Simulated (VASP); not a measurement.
Input of a VASP 6.6.1 run:

INCAR

```
ALGO = Normal ; EDIFF = 1E-7
EDIFFG = -0.005 ; ENCUT = 600
GGA = CA ; IBRION = 2
ISIF = 3 ; ISMEAR = 0
LASPH = True ; LCHARG = False
LREAL = False ; LWAVE = False
NELM = 80 ; NSW = 90
PREC = Accurate ; SIGMA = 0.03
```

KPOINTS

```
k-points
0
Gamma
  12 12 12
```

POSCAR

```
MgO                                     
1.0
    0.0000000000      2.0716355029      2.0716355029
    2.0716355029     -0.0000000000      2.0716355029
    2.0716355029      2.0716355029     -0.0000000000
  Mg              O             
     1     1
Direct
     0.0000000000000000    0.0000000000000000    0.0000000000000000
     0.5000000000000000    0.5000000000000000    0.5000000000000000
```

Potentials or basis: VASP PAW LDA potentials, release 64 (Mg, O).

Command:

```console
$ cat potpaw_LDA.64/Mg/POTCAR potpaw_LDA.64/O/POTCAR > POTCAR
$ mpirun -np 1 vasp_std > vasp.out
```

Q: Predict the band gap on the k mesh.

A: 5.16 eV, direct.

Final structure:
```
CELL_PARAMETERS angstrom
0.00000 2.07164 2.07164
2.07164 0.00000 2.07164
2.07164 2.07164 0.00000
ATOMIC_POSITIONS crystal
Mg 0.00000 0.00000 0.00000
O 0.50000 0.50000 0.50000
```

Caveat: the relaxation stopped at its first step, so nothing moved. A k mesh can miss the band edges.
